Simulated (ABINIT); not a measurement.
# Beyond one shot: AgBr (Fm-3m)

Aim: iterate the self-energy on AgBr (Fm-3m) and follow the gap from cycle to cycle.

Method: PBE and many-body steps on it, plane waves, in ABINIT 10.8.3.

The database entry behind the starting cell differs from later determinations by our own check (about 0.6 % short of the room-temperature cell), so it need not match the best structure at ambient conditions.

## Step 1: Starting point

Symmetry: Fm-3m, No. 225, cubic system. Conventional cell: a = 5.740 Å, b = 5.740 Å, c = 5.740 Å, α = 90.00°, β = 90.00°, γ = 90.00°. Nearest to Ag lie 6 Br at 2.87 Å. Br has 6 Ag at 2.87 Å nearest. Farther neighbours and most contacts between anions are not listed.

As a file:

```cif
data_structure
_symmetry_space_group_name_H-M 'P 1'
_symmetry_Int_Tables_number 1
_cell_length_a 4.0590
_cell_length_b 4.0590
_cell_length_c 4.0590
_cell_angle_alpha 60.000
_cell_angle_beta 60.000
_cell_angle_gamma 60.000
_cell_volume 47.29
loop_
_atom_site_label
_atom_site_type_symbol
_atom_site_fract_x
_atom_site_fract_y
_atom_site_fract_z
_atom_site_occupancy
Ag1 Ag 0.00000 0.00000 0.00000 1
Br2 Br 0.50000 0.50000 0.50000 1
```

The cell and positions come from the Crystallography Open Database and are kept as given unless a step says otherwise.

## Step 2: Empty states on the mesh, 4×4×4 mesh, 144 bands

This step: ABINIT 10.8.3; DFT, PBE, plane waves, norm-conserving pseudopotentials.

The sums over transitions need many empty states on a uniform mesh; this step solves for them.

Input file run.abi:

```
acell 3*1.0 Angstrom
rprim 
  -0.000000000000 2.870150000000 2.870150000000
  2.870150000000 0.000000000000 2.870150000000
  2.870150000000 2.870150000000 0.000000000000
ntypat 2
znucl 47 35
natom 2
typat 1 2
xred 
  0.000000000000 0.000000000000 0.000000000000
  0.500000000000 0.500000000000 0.500000000000
pp_dirpath "pseudos"
pseudos "Ag.upf, Br.upf"
ecut 37
ngkpt 4 4 4
nshiftk 1
shiftk 0 0 0
kptopt 1
chksymbreak 0
irdden 1
istwfk *1
nband 144
prtvol 0
optdriver 6
gwr_task "HDIAGO"
paral_kgb 0
occopt 1
indata_prefix "in"
outdata_prefix "out"
tmpdata_prefix "tmp"
```

On the command line:

```
$ OMP_NUM_THREADS=1 mpirun -n 4 abinit run.abi > log
```

The program printed:

```text
.Version 10.8.3 of ABINIT. v10.8.2 released Aug 2026.

 Symmetries : space group Fm -3 m (#225); Bravais cF (face-center cubic)
[... echo of the input left out ...]
== DATASET  1 ==================================================================
-   mpi_nproc: 4, omp_nthreads: 1 (-1 if OMP is not activated)

--- !DatasetInfo
iteration_state: {dtset: 1, }
dimensions: {natom: 2, nkpt: 8, mband: 144, nsppol: 1, nspinor: 1, nspden: 1, mpw: 3479, }
cutoff_energies: {ecut:  37.0, pawecutdg:  -1.0, }
[...]
Indirect band gap semiconductor
 Fundamental gap:     0.672 (eV)
   VBM:     4.902 (eV) at k: [ 5.0000E-01,  0.0000E+00,  0.0000E+00]
   CBM:     5.574 (eV) at k: [ 0.0000E+00,  0.0000E+00,  0.0000E+00]
 Direct gap:         2.604 (eV) at k: [ 0.0000E+00,  0.0000E+00,  0.0000E+00]

== END DATASET(S) ==============================================================
================================================================================

 -outvars: echo values of variables after computation  --------
           etotal      0.0000000000E+00
            nband         144
             nkpt           8
          spgroup         225
 [... the other variables as echoed above ...]

 Calculation completed.
```

Elapsed: 66 s, on 4 MPI ranks of Arm Neoverse V1, shared host; peak memory 2.8 GiB.

Numbers from this step:

| Property | Result |
| --- | --- |
| gap | 0.6721 eV |
| k of the valence top | 0.5, 0, 0 |
| k of the conduction bottom | 0, 0, 0 |
| least direct gap | 2.604 eV |
| k points computed | 8 |
| lowest point of the top converged band, above the valence top | 99.5702 eV |

On this mesh the gap is 0.672 eV.

The density comes from a self-consistent run that is not shown.

## Step 3: Screening, 4×4×4 mesh, 136 bands, screening to 163.3 eV

The RPA dielectric matrix is built and inverted for each q.

This step: RPA screening on PBE, plane waves, norm-conserving pseudopotentials.

Changes to run.abi since step 2:

```diff
@@ -20,10 +20,11 @@
 chksymbreak 0
-irdden 1
 istwfk *1
-nband 144
-prtvol 0
-optdriver 6
-gwr_task "HDIAGO"
-paral_kgb 0
 occopt 1
+irdwfk 1
+optdriver 3
+nband 136
+ecuteps 6
+inclvkb 2
+awtr 1
+symchi 1
 indata_prefix "in"
```

The program printed:

```text
.Version 10.8.3 of ABINIT. v10.8.2 released Aug 2026.

 Symmetries : space group Fm -3 m (#225); Bravais cF (face-center cubic)
[... echo of the input left out ...]
== DATASET  1 ==================================================================
-   mpi_nproc: 4, omp_nthreads: 1 (-1 if OMP is not activated)

--- !DatasetInfo
iteration_state: {dtset: 1, }
dimensions: {natom: 2, nkpt: 8, mband: 136, nsppol: 1, nspinor: 1, nspden: 1, mpw: 3479, }
cutoff_energies: {ecut:  37.0, pawecutdg:  -1.0, }
electrons: {nelect:   2.60000000E+01, charge:   0.00000000E+00, occopt:   1.00000000E+00, tsmear:   1.00000000E-02, }

 SCREENING: Calculation of the susceptibility and dielectric matrices

 Based on a program developped by R.W. Godby, V. Olevano, G. Onida, and L. Reining.
 Incorporated in ABINIT by V. Olevano, G.-M. Rignanese, and M. Torrent.
.Using double precision arithmetic ; gwpc =  8

[... cell and pseudopotentials left out ...]
--------------------------------------------------------------------------------

 ==== K-mesh for the wavefunctions ====
 Number of points in the irreducible wedge :     8
[... list of points left out ...]
 Together with 48 symmetry operations and time-reversal symmetry
 yields    64 points in the full Brillouin Zone.

 ==== Q-mesh for the screening function ====
 Number of points in the irreducible wedge :     8
[... list of points left out ...]
 Together with 48 symmetry operations and time-reversal symmetry
 yields    64 points in the full Brillouin Zone.

 setmesh: FFT mesh size selected  =    30x   30x   30
          total number of points  =        27000

 vcoul_init : cutoff-mode = AUXILIARY_FUNCTION
 q-points for optical limit:   1
     1)      0.000010    0.000020    0.000030

- screening: taking advantage of time-reversal symmetry
- Maximum band index for partially occupied states nbvw = 13
- Remaining bands to be divided among processors   nbcw = 123
- Number of bands treated by each node ~30

 Number of electrons calculated from density =   26.0000; Expected =   26.0000
 average of density, n =  0.081477
 r_s =    1.4310
 omega_plasma =   27.5342 [eV]

 calculating chi0 at frequencies [eV] :
  1    0.000000E+00    0.000000E+00
  2    0.000000E+00    2.753418E+01

--------------------------------------------------------------------------------
  q-point number  1        q = ( 0.000000, 0.000000, 0.000000) [r.l.u.]
--------------------------------------------------------------------------------
[... chi0 elements left out ...]
 For q-point:  0.000010 0.000020 0.000030
  dielectric constant =   6.8206
  dielectric constant without local fields =   7.3698

  Average fulfillment of the sum rule on Im[epsilon] for q-point    1 :     74.91  [%]
[... wings left out ...]
  q-point number  2        q = ( 0.250000, 0.000000, 0.000000) [r.l.u.]
--------------------------------------------------------------------------------
[... chi0 elements left out ...]
  Average fulfillment of the sum rule on Im[epsilon] for q-point    2 :     85.84  [%]

 [... 6 further q-points ...]
```

It took 43 s on 4 MPI ranks; peak memory 1 GiB; 2.9 min of CPU time.

This step gave:

```
ε∞ with local fields, on this mesh, along the program's q direction : 6.821
the same without local fields                                       : 7.370
plasma frequency                                                    : 27.53 eV
plane waves in the screening matrix                                 : 229
```

Local fields lower ε∞ by 7 %. On a Γ-centred mesh this coarse the value itself is usually too large, while a short band sum pulls it down.

## Step 4: G0W0

The self-energy is evaluated for the states that the input lists, and the levels follow from it, in one-shot runs by the linearised quasiparticle equation.

This step: G0W0 on PBE, plane waves, norm-conserving pseudopotentials.

Changes to run.abi since step 3:

```diff
@@ -23,8 +23,17 @@
 irdwfk 1
-optdriver 3
+optdriver 4
 nband 136
+gwcalctyp 0
+ecutsigx 37
+symsigma 1
+nkptgw 2
+kptgw 
+  0.5000000000 0.0000000000 0.0000000000
+  0.0000000000 0.0000000000 0.0000000000
+bdgw 
+  12 15
+  11 17
 ecuteps 6
-inclvkb 2
-awtr 1
-symchi 1
+irdscr 1
+ppmodel 1
 indata_prefix "in"
```

The program printed:

```text
.Version 10.8.3 of ABINIT. v10.8.2 released Aug 2026.

 Symmetries : space group Fm -3 m (#225); Bravais cF (face-center cubic)
[... echo of the input left out ...]
== DATASET  1 ==================================================================
-   mpi_nproc: 4, omp_nthreads: 1 (-1 if OMP is not activated)

--- !DatasetInfo
iteration_state: {dtset: 1, }
dimensions: {natom: 2, nkpt: 8, mband: 136, nsppol: 1, nspinor: 1, nspden: 1, mpw: 3479, }
cutoff_energies: {ecut:  37.0, pawecutdg:  -1.0, }
electrons: {nelect:   2.60000000E+01, charge:   0.00000000E+00, occopt:   1.00000000E+00, tsmear:   1.00000000E-02, }

 SIGMA: Calculation of the GW corrections

 Based on a program developped by R.W. Godby, V. Olevano, G. Onida, and L. Reining.
 Incorporated in ABINIT by V. Olevano, G.-M. Rignanese, and M. Torrent.
.Using double precision arithmetic ; gwpc =  8

[... cell and pseudopotentials left out ...]
--------------------------------------------------------------------------------

 ==== K-mesh for the wavefunctions ====
 Number of points in the irreducible wedge :     8
[... list of points left out ...]
 Together with 48 symmetry operations and time-reversal symmetry
 yields    64 points in the full Brillouin Zone.

 ==== Q-mesh for screening function ====
 Number of points in the irreducible wedge :     8
[... list of points left out ...]
 Together with 48 symmetry operations and time-reversal symmetry
 yields    64 points in the full Brillouin Zone.

 vcoul_init : cutoff-mode = AUXILIARY_FUNCTION
 q-points for optical limit:   1
     1)      0.000010    0.000020    0.000030
 setmesh: FFT mesh size selected  =    45x   45x   45
          total number of points  =        91125

 Number of electrons calculated from density =   26.0000; Expected =   26.0000
 average of density, n =  0.081477
 r_s =    1.4310
 omega_plasma =   27.5342 [eV]

 === KS Band Gaps ===
  >>>> For spin  1
   Minimum direct gap =   2.6040 [eV], located at k-point      :   0.0000  0.0000  0.0000
   Fundamental gap    =   0.6721 [eV], Top of valence bands at :   0.5000  0.0000  0.0000
                                       Bottom of conduction at :   0.0000  0.0000  0.0000
 SIGMA fundamental parameters:
 PLASMON POLE MODEL  1
 number of plane-waves for SigmaX                 3479
 number of plane-waves for SigmaC and W            229
 number of plane-waves for wavefunctions          3479
 number of bands                                   136
 number of independent spin polarizations            1
 number of spinorial components                      1
 number of k-points in IBZ                           8
 number of q-points in IBZ                           8
 number of symmetry operations                      48
 number of k-points in BZ                           64
 number of q-points in BZ                           64
 number of frequencies for dSigma/dE                 9
 frequency step for dSigma/dE [eV]                0.25
 number of omega for Sigma on real axis              0
 max omega for Sigma on real axis  [eV]           0.00
 zcut for avoiding poles [eV]                     0.10

 EPSILON^-1 parameters (SCR file):
 dimension of the eps^-1 matrix on file            229
 dimension of the eps^-1 matrix used               229
 number of plane-waves for wavefunctions          3479
 number of bands                                   136
 number of q-points in IBZ                           8
 number of frequencies                               2
 number of real frequencies                          1
 number of imag frequencies                          1

 matrix elements of self-energy operator (all in [eV])

 Perturbative Calculation

--- !SelfEnergy_ee
iteration_state: {dtset: 1, }
kpoint     : [   0.500,    0.000,    0.000, ]
spin       : 1
KS_gap     :    3.739
QP_gap     :    4.528
Delta_QP_KS:    0.789
data: !SigmaeeData |
     Band     E0 <VxcDFT>   SigX SigC(E0)      Z dSigC/dE  Sig(E)    E-E0       E
       12   4.902 -19.825 -24.070   3.368   0.798  -0.253 -20.525  -0.699   4.202
       13   4.902 -19.825 -24.070   3.368   0.798  -0.253 -20.525  -0.699   4.202
       14   8.640  -8.808  -4.761  -3.939   0.832  -0.202  -8.719   0.089   8.730
       15  11.496 -13.328  -7.291  -5.128   0.798  -0.253 -12.602   0.726  12.222

--- !SelfEnergy_ee
iteration_state: {dtset: 1, }
kpoint     : [   0.000,    0.000,    0.000, ]
spin       : 1
KS_gap     :    2.604
QP_gap     :    3.764
Delta_QP_KS:    1.160
data: !SigmaeeData |
     Band     E0 <VxcDFT>   SigX SigC(E0)      Z dSigC/dE  Sig(E)    E-E0       E
       11   2.970 -13.222 -16.694   2.339   0.798  -0.253 -14.127  -0.905   2.065
       12   2.970 -13.222 -16.694   2.339   0.798  -0.253 -14.127  -0.905   2.065
       13   2.970 -13.222 -16.694   2.339   0.798  -0.253 -14.127  -0.905   2.065
       14   5.574 -10.605  -6.493  -3.804   0.826  -0.211 -10.350   0.254   5.828
       15  14.829 -11.431  -6.553  -4.369   0.819  -0.221 -11.014   0.416  15.245
       16  14.829 -11.431  -6.553  -4.369   0.819  -0.221 -11.014   0.416  15.245
       17  14.829 -11.431  -6.553  -4.369   0.819  -0.221 -11.014   0.416  15.245

== END DATASET(S) ==============================================================
================================================================================

 -outvars: echo values of variables after computation  --------
           etotal      0.0000000000E+00
            nband         136
             nkpt           8
          spgroup         225
 [... the other variables as echoed above ...]

 Calculation completed.
```

Run time: 13 s. Hardware: 4 MPI ranks; peak memory 0.99 GiB; 53 s of CPU time.

This step gave:

| Quantity | Value |
| --- | --- |
| G0W0 gap on the points computed | 1.626 eV |
| starting gap on the mesh | 0.6721 eV |
| k of the valence top | 0.5, 0, 0 |
| k of the conduction bottom | 0, 0, 0 |
| Z at the valence top | 0.798 |
| Z at the conduction bottom | 0.826 |
| least direct G0W0 gap on the computed points | 3.763 eV |

The gap on the mesh goes from 0.67 eV to 1.63 eV, a correction of +0.95 eV.

## Step 5: evGW0, cycle 1

This step: evGW0 on PBE, plane waves, norm-conserving pseudopotentials.

Changes to run.abi since step 4:

```diff
@@ -25,12 +25,24 @@
 nband 136
-gwcalctyp 0
+gwcalctyp 10
 ecutsigx 37
 symsigma 1
-nkptgw 2
+nkptgw 8
 kptgw 
+  0.0000000000 0.0000000000 0.0000000000
+  0.2500000000 0.0000000000 0.0000000000
   0.5000000000 0.0000000000 0.0000000000
-  0.0000000000 0.0000000000 0.0000000000
+  0.2500000000 0.2500000000 0.0000000000
+  0.5000000000 0.2500000000 0.0000000000
+  -0.2500000000 0.2500000000 0.0000000000
+  0.5000000000 0.5000000000 0.0000000000
+  -0.2500000000 0.5000000000 0.2500000000
 bdgw 
-  12 15
-  11 17
+  6 21
+  6 21
+  6 21
+  6 21
+  6 21
+  6 21
+  6 21
+  6 21
 ecuteps 6
```

The program printed:

```text
.Version 10.8.3 of ABINIT. v10.8.2 released Aug 2026.

 Symmetries : space group Fm -3 m (#225); Bravais cF (face-center cubic)
[... echo of the input left out ...]
== DATASET  1 ==================================================================
-   mpi_nproc: 4, omp_nthreads: 1 (-1 if OMP is not activated)

--- !DatasetInfo
iteration_state: {dtset: 1, }
dimensions: {natom: 2, nkpt: 8, mband: 136, nsppol: 1, nspinor: 1, nspden: 1, mpw: 3479, }
cutoff_energies: {ecut:  37.0, pawecutdg:  -1.0, }
electrons: {nelect:   2.60000000E+01, charge:   0.00000000E+00, occopt:   1.00000000E+00, tsmear:   1.00000000E-02, }

 SIGMA: Calculation of the GW corrections

 Based on a program developped by R.W. Godby, V. Olevano, G. Onida, and L. Reining.
 Incorporated in ABINIT by V. Olevano, G.-M. Rignanese, and M. Torrent.
.Using double precision arithmetic ; gwpc =  8

[... cell and pseudopotentials left out ...]
--------------------------------------------------------------------------------

 ==== K-mesh for the wavefunctions ====
 Number of points in the irreducible wedge :     8
[... list of points left out ...]
 Together with 48 symmetry operations and time-reversal symmetry
 yields    64 points in the full Brillouin Zone.

 ==== Q-mesh for screening function ====
 Number of points in the irreducible wedge :     8
[... list of points left out ...]
 Together with 48 symmetry operations and time-reversal symmetry
 yields    64 points in the full Brillouin Zone.

 vcoul_init : cutoff-mode = AUXILIARY_FUNCTION
 q-points for optical limit:   1
     1)      0.000010    0.000020    0.000030
 setmesh: FFT mesh size selected  =    45x   45x   45
          total number of points  =        91125

 Number of electrons calculated from density =   26.0000; Expected =   26.0000
[...]
spin       : 1
KS_gap     :    3.887
QP_gap     :    5.159
Delta_QP_KS:    1.272
data: !SigmaeeData |
     Band     E_DFT   <VxcDFT>   E(N-1)  <Hhartree>   SigX  SigC[E(N-1)]    Z     dSigC/dE  Sig[E(N)]  DeltaE  E(N)_pert E(N)_diago
[...]
--- !SelfEnergy_ee
iteration_state: {dtset: 1, }
kpoint     : [  -0.250,    0.500,    0.250, ]
spin       : 1
KS_gap     :    5.318
QP_gap     :    6.591
Delta_QP_KS:    1.273
data: !SigmaeeData |
     Band     E_DFT   <VxcDFT>   E(N-1)  <Hhartree>   SigX  SigC[E(N-1)]    Z     dSigC/dE  Sig[E(N)]  DeltaE  E(N)_pert E(N)_diago
[...]
20    19.816   -10.580    19.816    30.396    -4.487    -5.464     0.799    -0.252   -10.078     0.503    20.318    20.445
       21    20.788   -12.232    20.788    33.020    -6.007    -5.579     0.778    -0.285   -11.729     0.503    21.291    21.434

 New Fermi energy :        1.820381E-01 Ha ,    4.953510E+00 eV

 === QP Band Gaps ===
  >>>> For spin  1
   Minimum direct gap =   4.0462 [eV], located at k-point      :   0.0000  0.0000  0.0000
   Fundamental gap    =   1.8564 [eV], Top of valence bands at :   0.5000  0.0000  0.0000
                                       Bottom of conduction at :   0.0000  0.0000  0.0000

 writing QP data on file : out_QPS

 Convergence of QP corrections
 >>>>> For spin  1 <<<<<
.  kptgw no:  1; Maximum DeltaE = (   0.000   0.000) for band index:  3
.  kptgw no:  2; Maximum DeltaE = (   0.416   0.001) for band index:  1
.  kptgw no:  3; Maximum DeltaE = (   0.372   0.000) for band index:  1
[...]
.  kptgw no:  7; Maximum DeltaE = (   0.374  -0.004) for band index:  1
.  kptgw no:  8; Maximum DeltaE = (   0.507  -0.002) for band index:  3

== END DATASET(S) ==============================================================
================================================================================

 -outvars: echo values of variables after computation  --------
           etotal      0.0000000000E+00
            nband         136
             nkpt           8
          spgroup         225
 [... the other variables as echoed above ...]

 Calculation completed.
```

Wall time 4 min (4 MPI ranks); peak memory 1.6 GiB.

Numbers from this step:

| Quantity | Value |
| --- | --- |
| quasiparticle gap on the mesh | 1.857 eV |
| gap of the density functional on the mesh | 0.6721 eV |
| k of the valence top | 0.5, 0, 0 |
| k of the conduction bottom | 0, 0, 0 |
| Z at the valence top | 0.798 |
| Z at the conduction bottom | 0.826 |
| least direct quasiparticle gap on the computed points | 4.047 eV |

Against G0W0 in ABINIT (4×4×4 mesh, 136 bands, screening to 163.3 eV, Godby-Needs plasmon pole), the gap moves by +0.231 eV. This first cycle still uses the starting levels; it takes the full correction, at all points of the mesh, and its linearised value is 1.626 eV.

## Step 6: evGW0, cycle 2

The corrected levels of the last cycle go back in.

Changes to run.abi since step 5:

```diff
@@ -50,2 +50,3 @@
 ppmodel 1
+irdqps 1
 indata_prefix "in"
```

The program printed:

```text
.Version 10.8.3 of ABINIT. v10.8.2 released Aug 2026.

 Symmetries : space group Fm -3 m (#225); Bravais cF (face-center cubic)
[... echo of the input left out ...]
== DATASET  1 ==================================================================
-   mpi_nproc: 4, omp_nthreads: 1 (-1 if OMP is not activated)

--- !DatasetInfo
iteration_state: {dtset: 1, }
dimensions: {natom: 2, nkpt: 8, mband: 136, nsppol: 1, nspinor: 1, nspden: 1, mpw: 3479, }
cutoff_energies: {ecut:  37.0, pawecutdg:  -1.0, }
[...]
.  kptgw no:  3; Maximum DeltaE = (   0.018  -0.000) for band index: 12
[...]
.  kptgw no:  7; Maximum DeltaE = (  -0.041  -0.003) for band index:  1
.  kptgw no:  8; Maximum DeltaE = (  -0.044  -0.001) for band index:  2

== END DATASET(S) ==============================================================
================================================================================

 -outvars: echo values of variables after computation  --------
           etotal      0.0000000000E+00
            nband         136
             nkpt           8
          spgroup         225
 [... the other variables as echoed above ...]

 Calculation completed.
```

The job ended after 4 min (4 MPI ranks; peak memory 1.6 GiB; 16 min of CPU time).

Numbers from this step:

* quasiparticle gap on the mesh: 1.791 eV
* gap of the density functional on the mesh: 0.6721 eV
* k of the valence top: 0.5, 0, 0
* k of the conduction bottom: 0, 0, 0
* least direct quasiparticle gap on the computed points: 3.924 eV

Against the cycle before, the gap moves by −0.066 eV.

[end of part 1 of 3]

[Paths, hosts, dates, memory and timing lines, banners, echoed tables and standing remarks are left out of the program output.]

[Logs are printed without paths, hosts, clocks, repeated set-up lines and the standing remarks that a program may print on its own settings, such as how far it seeks lower states.]

[Runs of the session that timed out or met a known fault of the program may be left out.]

[Hosts, paths, dates, database ids (printed as entryN), source tags and the programs' standing remarks are cut or masked in the printed files.]

[G0W0 gaps are taken among the corrected bands and points alone; a level outside them can change the order at an edge.]

[Where Ansatz stands beside ABINIT at settings called matched, ABINIT's density can come from a denser mesh and the files from another edition; pairs whose starting gaps differed by over 0.03 eV were left out, so agreement reads better than it is.]
